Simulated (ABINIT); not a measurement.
# BAs (F-43m): G0W0 with ABINIT, start to end, part 3 of 3

How does a plane-wave GW calculation on BAs (F-43m) run from the first input to the gap?

ABINIT 10.8.3; LDA and many-body steps on it, plane waves. Known limits of the many-body steps: not at the basis limit; no spin-orbit coupling.

So far. Step 4 (Empty states on the mesh, 6×6×6 mesh, 516 bands): On this mesh the gap is 1.238 eV. The earlier step found 1.151 eV, so this mesh misses an edge. Step 5 (Screening, 6×6×6 mesh, 354 bands, screening to 390.5 eV): Local fields lower ε∞ by 9 %.

### 6. Self-energy, 6×6×6 mesh, 354 bands, screening to 390.5 eV

The self-energy is evaluated for the states that the input lists, and the levels follow from it, in one-shot runs by the linearised quasiparticle equation.

This step: G0W0 on LDA, plane waves, norm-conserving pseudopotentials.

File run.abi:

```
acell 3*1.0 Angstrom
rprim 
  -0.000000000000 2.388500000000 2.388500000000
  2.388500000000 -0.000000000000 2.388500000000
  2.388500000000 2.388500000000 -0.000000000000
ntypat 2
znucl 5 33
natom 2
typat 1 2
xred 
  0.000000000000 0.000000000000 0.000000000000
  0.250000000000 0.250000000000 0.250000000000
pp_dirpath "pseudos"
pseudos "B.upf, As.upf"
ecut 44
ngkpt 6 6 6
nshiftk 1
shiftk 0 0 0
kptopt 1
chksymbreak 0
istwfk *1
occopt 1
irdwfk 1
optdriver 4
nband 354
gwcalctyp 0
ecutsigx 44
symsigma 1
nkptgw 4
kptgw 
  0.0000000000 0.0000000000 0.0000000000
  0.3333333333 0.3333333333 0.0000000000
  0.5000000000 0.0000000000 0.0000000000
  0.5000000000 0.5000000000 0.0000000000
bdgw 
  11 16
  12 15
  12 16
  12 15
ecuteps 14.35
irdscr 1
ppmodel 1
indata_prefix "in"
outdata_prefix "out"
tmpdata_prefix "tmp"
```

On the command line:

```
OMP_NUM_THREADS=1 mpirun -n 4 abinit run.abi > log
```

Numbers of over 12 decimals in the logs are rounded to 6 here.

What it wrote:

```text
.Version 10.8.3 of ABINIT. v10.8.2 released Aug 2026.

 Symmetries : space group F-4 3 m (#216); Bravais cF (face-center cubic)
[... echo of the input left out ...]
== DATASET  1 ==================================================================
-   mpi_nproc: 4, omp_nthreads: 1 (-1 if OMP is not activated)

--- !DatasetInfo
iteration_state: {dtset: 1, }
dimensions: {natom: 2, nkpt: 16, mband: 354, nsppol: 1, nspinor: 1, nspden: 1, mpw: 2637, }
cutoff_energies: {ecut:  44.0, pawecutdg:  -1.0, }
electrons: {nelect:   2.60000000E+01, charge:   0.00000000E+00, occopt:   1.00000000E+00, tsmear:   1.00000000E-02, }

 SIGMA: Calculation of the GW corrections

 Based on a program developped by R.W. Godby, V. Olevano, G. Onida, and L. Reining.
 Incorporated in ABINIT by V. Olevano, G.-M. Rignanese, and M. Torrent.
.Using double precision arithmetic ; gwpc =  8

[... cell and pseudopotentials left out ...]
--------------------------------------------------------------------------------

 ==== K-mesh for the wavefunctions ====
 Number of points in the irreducible wedge :    16
[... list of points left out ...]
 Together with 24 symmetry operations and time-reversal symmetry
 yields   216 points in the full Brillouin Zone.

 ==== Q-mesh for screening function ====
 Number of points in the irreducible wedge :    16
[... list of points left out ...]
 Together with 24 symmetry operations and time-reversal symmetry
 yields   216 points in the full Brillouin Zone.

 vcoul_init : cutoff-mode = AUXILIARY_FUNCTION
 q-points for optical limit:   1
     1)      0.000010    0.000020    0.000030
 setmesh: FFT mesh size selected  =    40x   40x   40
          total number of points  =        64000

 Number of electrons calculated from density =   26.0000; Expected =   26.0000
 average of density, n =  0.141374
 r_s =    1.1908
 omega_plasma =   36.2695 [eV]

 === KS Band Gaps ===
  >>>> For spin  1
   Minimum direct gap =   3.2594 [eV], located at k-point      :   0.0000  0.0000  0.0000
   Fundamental gap    =   1.2383 [eV], Top of valence bands at :   0.0000  0.0000  0.0000
                                       Bottom of conduction at :   0.3333  0.3333  0.0000
 SIGMA fundamental parameters:
 PLASMON POLE MODEL  1
 number of plane-waves for SigmaX                 2637
 number of plane-waves for SigmaC and W            531
 number of plane-waves for wavefunctions          2637
 number of bands                                   354
 number of independent spin polarizations            1
 number of spinorial components                      1
 number of k-points in IBZ                          16
 number of q-points in IBZ                          16
 number of symmetry operations                      24
 number of k-points in BZ                          216
 number of q-points in BZ                          216
 number of frequencies for dSigma/dE                 9
 frequency step for dSigma/dE [eV]                0.25
 number of omega for Sigma on real axis              0
 max omega for Sigma on real axis  [eV]           0.00
 zcut for avoiding poles [eV]                     0.10

 EPSILON^-1 parameters (SCR file):
 dimension of the eps^-1 matrix on file            531
 dimension of the eps^-1 matrix used               531
 number of plane-waves for wavefunctions          2637
 number of bands                                   354
 number of q-points in IBZ                          16
 number of frequencies                               2
 number of real frequencies                          1
 number of imag frequencies                          1

 matrix elements of self-energy operator (all in [eV])

 Perturbative Calculation

--- !SelfEnergy_ee
iteration_state: {dtset: 1, }
kpoint     : [   0.000,    0.000,    0.000, ]
spin       : 1
KS_gap     :    3.259
QP_gap     :    4.212
Delta_QP_KS:    0.952
data: !SigmaeeData |
     Band     E0 <VxcDFT>   SigX SigC(E0)      Z dSigC/dE  Sig(E)    E-E0       E
       11   7.764 -14.374 -15.544   0.403   0.806  -0.240 -14.993  -0.618   7.145
       12   7.764 -14.374 -15.544   0.403   0.806  -0.240 -14.993  -0.618   7.145
       13   7.764 -14.374 -15.544   0.403   0.806  -0.240 -14.993  -0.618   7.145
       14  11.023 -13.345  -8.398  -4.534   0.809  -0.236 -13.011   0.334  11.357
       15  11.023 -13.345  -8.398  -4.534   0.809  -0.236 -13.011   0.334  11.357
       16  11.023 -13.345  -8.398  -4.534   0.809  -0.236 -13.011   0.334  11.357

--- !SelfEnergy_ee
iteration_state: {dtset: 1, }
kpoint     : [   0.333,    0.333,    0.000, ]
spin       : 1
KS_gap     :    4.687
QP_gap     :    5.560
Delta_QP_KS:    0.873
data: !SigmaeeData |
     Band     E0 <VxcDFT>   SigX SigC(E0)      Z dSigC/dE  Sig(E)    E-E0       E
       12   4.315 -13.428 -16.030   1.657   0.796  -0.256 -14.180  -0.753   3.562
       13   4.315 -13.428 -16.030   1.657   0.796  -0.256 -14.180  -0.753   3.562
       14   9.002 -11.928  -7.576  -4.204   0.816  -0.225 -11.807   0.121   9.123
       15  10.852 -11.441  -6.430  -4.791   0.816  -0.225 -11.262   0.179  11.031

--- !SelfEnergy_ee
iteration_state: {dtset: 1, }
kpoint     : [   0.500,    0.000,    0.000, ]
spin       : 1
KS_gap     :    4.491
QP_gap     :    5.321
Delta_QP_KS:    0.830
data: !SigmaeeData |
     Band     E0 <VxcDFT>   SigX SigC(E0)      Z dSigC/dE  Sig(E)    E-E0       E
[...]
16  12.540 -12.685  -7.192  -5.056   0.808  -0.237 -12.332   0.353  12.892

--- !SelfEnergy_ee
iteration_state: {dtset: 1, }
kpoint     : [   0.500,    0.500,    0.000, ]
spin       : 1
KS_gap     :    5.416
QP_gap     :    6.401
Delta_QP_KS:    0.985
data: !SigmaeeData |
     Band     E0 <VxcDFT>   SigX SigC(E0)      Z dSigC/dE  Sig(E)    E-E0       E
       12   3.694 -13.318 -16.213   1.900   0.794  -0.260 -14.107  -0.789   2.905
       13   3.694 -13.318 -16.213   1.900   0.794  -0.260 -14.107  -0.789   2.905
       14   9.110 -11.691  -7.122  -4.330   0.820  -0.219 -11.495   0.196   9.306
       15   9.205 -11.418  -7.020  -4.341   0.817  -0.224 -11.372   0.046   9.251

== END DATASET(S) ==============================================================
================================================================================

 -outvars: echo values of variables after computation  --------
           etotal      0.0000000000E+00
            nband         354
             nkpt          16
          spgroup         216
 [... the other variables as echoed above ...]

 Calculation completed.
```

Run time: 11 min. Hardware: 4 MPI ranks of Arm Neoverse V1, shared host; peak memory 4 GiB; 44 min of CPU time.

This step gave:

* G0W0 gap on the mesh: 1.978 eV
* starting gap on the mesh: 1.238 eV
* k of the valence top: 0, 0, 0
* k of the conduction bottom: 0.3333, 0.3333, 0
* Z at the valence top: 0.806
* Z at the conduction bottom: 0.816
* least direct G0W0 gap on the computed points: 4.212 eV

The gap on the mesh goes from 1.24 eV to 1.98 eV, a correction of +0.74 eV. The start differs from the 1.15 eV found before because the two sample other k points.

Limits: finite bands, cutoff and mesh; no spin-orbit coupling. v1 is the top filled band, c1 the lowest empty one. The levels before and after the correction (eV, zero at the valence-band top of each column):

```tsv
	conduction bottom	valence top
Kohn-Sham	1.24	0.00
G0W0	1.98	0.00
```

```tsv
	level	energy (eV)
Kohn-Sham	Γ v3-v1	0.000
Kohn-Sham	Γ c1-c3	3.259
Kohn-Sham	(0.333 0.333 0) v2-v1	-3.449
Kohn-Sham	(0.333 0.333 0) c1	1.238
Kohn-Sham	(0.333 0.333 0) c2	3.089
G0W0	Γ v3-v1	0.000
G0W0	Γ c1-c3	4.212
G0W0	(0.333 0.333 0) v2-v1	-3.583
G0W0	(0.333 0.333 0) c1	1.978
G0W0	(0.333 0.333 0) c2	3.886
```

### 7. Where the time went

Times are wall times on 4 MPI ranks of Arm Neoverse V1, shared host, good to a factor of about two.

```tsv
step	time	share	memory (GiB)
ground state	17 s	1 %	0.3
bands along the symmetry lines	12 s	0 %	0.29
empty states on the mesh	63 s	2 %	1.7
screening	30 min	71 %	3.6
self-energy	11 min	26 %	4.0
```

### 8. Summary of results

| Property | Result |
| --- | --- |
| LDA gap | 1.15 eV, indirect |
| G0W0 gap on the mesh | 1.98 eV |
| G0W0 gap over the zone (rigid shift) | 1.89 eV |
| GW settings | 6×6×6 mesh, 354 bands, screening to 390.5 eV, Godby-Needs plasmon pole |
| known limits | not at the basis limit; no spin-orbit coupling |

G0W0 moves the gap on the mesh from 1.24 eV to 1.98 eV (+0.74 eV), with Z of 0.81 and 0.82 at the edges. The mesh misses the band edges by 0.09 eV in all; a rigid shift gives 1.89 eV for the zone. Local fields lower the RPA ε∞ on this mesh from 11.71 to 10.68. The dearest step here is «screening». Against experiment, by G0W0@LDA: the gap of 1.89 eV lies +0.07 eV from the measured 1.82 eV (indirect, 300 K, 2019); the direct gap of 4.21 eV lies +0.09 eV from the measured 4.12 eV (direct, 300 K, 2019); the gap of 1.89 eV lies −0.13 eV from the measured 2.02 eV (indirect, 300 K, 2019). An exciton line or allowed optical edge lies below the quasiparticle gap by the binding energy; a forbidden edge can push the onset above it. The calculation has static nuclei and no excitons; a measured gap holds zero-point and thermal motion, which mostly lowers it. Bands and cutoff are finite, so the gap is not at the basis limit. The miss can reach some tenths of an eV and take either sign; the mesh is an error of its own. A denser mesh or path gives a starting gap of 1.15 eV: the GW mesh misses a band edge, so its gaps are not the fundamental one. The many-body steps are scalar-relativistic: spin-orbit coupling is not in them.

[Paths, hosts, dates, memory and timing lines, banners, echoed tables and standing remarks are left out of the program output.]

[Logs are printed without paths, hosts, clocks, repeated set-up lines and the standing remarks that a program may print on its own settings, such as how far it seeks lower states.]

[Runs of the session that timed out or met a known fault of the program may be left out.]

[Hosts, paths, dates, database ids (printed as entryN), source tags and the programs' standing remarks are cut or masked in the printed files.]

[G0W0 gaps are taken among the corrected bands and points alone; a level outside them can change the order at an edge.]

[Where Ansatz stands beside ABINIT at settings called matched, ABINIT's density can come from a denser mesh and the files from another edition; pairs whose starting gaps differed by over 0.03 eV were left out, so agreement reads better than it is.]
